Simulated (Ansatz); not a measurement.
Wanted: the native input for an Ansatz 0.2.0 run.

- Task: phonons
- Functional: PBEsol
- Potentials or basis: Ansatz PAW
- Cutoff: 420 eV (not typed: the program's choice for these potentials)
- k mesh: 10 × 10 × 10
- Occupations: fermi-dirac, width 0.05 eV
- Spin: no spin polarisation

The system is Si2W.

```xyz
3
Lattice="-1.6069 1.6069 3.9150 1.6069 -1.6069 3.9150 1.6069 1.6069 -3.9150" Properties=species:S:1:pos:R:3 pbc="T T T"
W     0.0000    0.0000    0.0000
Si    0.0000    0.0000    5.2092
Si    0.0000    0.0000    2.6207
```

The input as run:

input.yaml

```yaml
crystal:
  lattice:
    - [-1.6069, 1.6069, 3.91495]
    - [1.6069, -1.6069, 3.91495]
    - [1.6069, 1.6069, -3.91495]
  atoms:
    - { symbol: W, position: [0.0, 0.0, 0.0] }
    - { symbol: Si, position: [0.6653, 0.6653, 0.0] }
    - { symbol: Si, position: [0.3347, 0.3347, 0.0] }
hamiltonian:
  xc: pbesol
  pseudopotentials: { kind: paw }
kpoints:
  mp_grid: { grid: [10, 10, 10] }
scf:
  occupations: { method: fermi_dirac, width: 0.05 }
phonons:
  method: dfpt
```

Potentials or basis: Ansatz PAW.

Command:

```console
$ ansatz run input.yaml --threads 2 --pin off --max-ram 5632MiB --backend cpu --events-out ev --progress --plain --runs-dir out
```

It gave:

The band gap on the k mesh is none (metal or under the smearing width). The highest phonon frequency at Γ is 434 cm⁻¹.

Run time: 17 s on 2 threads of Intel(R) Xeon(R) 6975P-C (Granite Rapids) (shared host), peak memory 0.66 GiB.
